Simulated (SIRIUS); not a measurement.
Runs of SIRIUS 7.12.0 on Ru. It takes space group P6_3/mmc (No. 194, hexagonal). The conventional cell has a = 2.706 Å, b = 2.706 Å, c = 4.282 Å, α = 90.00°, β = 90.00°, γ = 120.00°. Around Ru (site symmetry -6m2) lie 12 Ru at 2.65 to 2.71 Å. 

```csv
task,level,cutoff (eV),smearing,muffin tin radii,basis cutoff (gk_cutoff),local orbitals (radial functions),reference energy of the basis,smallest sphere radius times basis cutoff,gap on the mesh (eV),V0 of scaled cells (Å³/atom),B0 (GPa)
equation of state,PBE+D3(BJ),181,fermi-dirac 0.05 eV,Ru 2.41 bohr,3.65 1/bohr,-,-,-,-,13.43,(b)
equation of state,PBE,181,fermi-dirac 0.05 eV,Ru 2.41 bohr,3.65 1/bohr,-,-,-,-,13.75,311
single point,PBE,174,fermi-dirac 0.3 eV,Ru 2.46 bohr,3.58 1/bohr,Ru 13,0.44 Ha,8.81,none,-,-
single point,PBE,174,fermi-dirac 0.2 eV,Ru 2.46 bohr,3.58 1/bohr,Ru 13,0.44 Ha,8.81,none,-,-
single point,PBE,174,fermi-dirac 0.01 eV,Ru 2.46 bohr,3.58 1/bohr,Ru 13,0.44 Ha,8.81,none,-,-
equation of state,PBE+D4,181,fermi-dirac 0.05 eV,Ru 2.41 bohr,3.65 1/bohr,-,-,-,-,(c),330
single point,PBE,174,fermi-dirac 0.03 eV,Ru 2.46 bohr,3.58 1/bohr,Ru 13,0.44 Ha,8.81,none,-,-
equation of state,PBE+D3,181,fermi-dirac 0.05 eV,Ru 2.41 bohr,3.65 1/bohr,-,-,-,-,(a),334
```

Alike in all rows: potentials or basis all-electron FP-LAPW, apw+lo standard; no spin polarisation; cell as given; k mesh 11 × 11 × 6.

Question: Fill in the values left out.

Answer: (a) 13.42; (b) 335; (c) 13.51.

Caveats: the cell was scaled at fixed shape and fractional positions, which overstates the stiffness of a crystal with free parameters, most of all of layers and chains (some runs).

A k mesh can miss the band edges, and the runs leave out spin-orbit coupling on Ru.

A gap of «none» marks a metal or a gap under the smearing width.
